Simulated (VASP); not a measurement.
Here is a VASP 6.6.1 calculation.

Contents of POSCAR:

```
InP
1.0
    0.0000000000      2.9535689137      2.9535689137
    2.9535689137      0.0000000000      2.9535689137
    2.9535689137      2.9535689137      0.0000000000
In P
1 1
Direct
    0.0000000000      0.0000000000      0.0000000000
    0.2500000000      0.2500000000      0.2500000000
```

INCAR.step1

```
SYSTEM = InP
ALGO = Normal ; EDIFF = 1E-4
ENCUT = 520 ; GGA = PE
ISMEAR = 0 ; LASPH = .TRUE.
LCHARG = .FALSE. ; LREAL = .FALSE.
LWAVE = .TRUE. ; NBANDS = 16
NELM = 80 ; PREC = Accurate
SIGMA = 0.02
```

File INCAR.step2:

```
SYSTEM = InP
ALGO = Normal ; EDIFF = 1E-6
ENCUT = 520 ; ISIF = 2
ISMEAR = 0 ; ISTART = 1
LASPH = .TRUE. ; LCHARG = .FALSE.
LMIXTAU = .TRUE. ; LREAL = .FALSE.
LWAVE = .FALSE. ; METAGGA = R2SCAN
NBANDS = 16 ; NELM = 80
PREC = Accurate ; SIGMA = 0.02
```

Contents of KPOINTS:

```
k-points
0
G
  8 8 8
  0 0 0
```

Potentials or basis: VASP PAW PBE potentials, release 64 (In_d, P).

Launch:

```sh
$ cat potpaw_PBE.64/In_d/POTCAR potpaw_PBE.64/P/POTCAR > POTCAR
$ cp INCAR.step1 INCAR
$ mpirun -np 1 vasp_std > vasp.out
$ cp INCAR.step2 INCAR
$ mpirun -np 1 vasp_std > vasp.out
```

(1) Predict the band gap on the k mesh.

(2) Estimate the pressure.

Results:

(1) 1.03 eV, direct.

(2) -0.1 GPa.

Caveat: the PAW data sets were made with another functional, which shifts forces and pressure a little; spin-orbit coupling is left out, which moves the levels of the heavy elements.

**The experiment to reproduce.**

From a printed reference work, data compilation, for a bulk crystal of InP at 1.6 K: band gap 1.4236 eV (direct).

Measured gap of InP: 1.4236 eV (direct; 1.6 K; a printed reference work, data compilation). This calculation gives 1.03 eV (-0.39 eV). Spin-orbit coupling on In is left out. The value is that of r2SCAN, without temperature or zero-point motion.
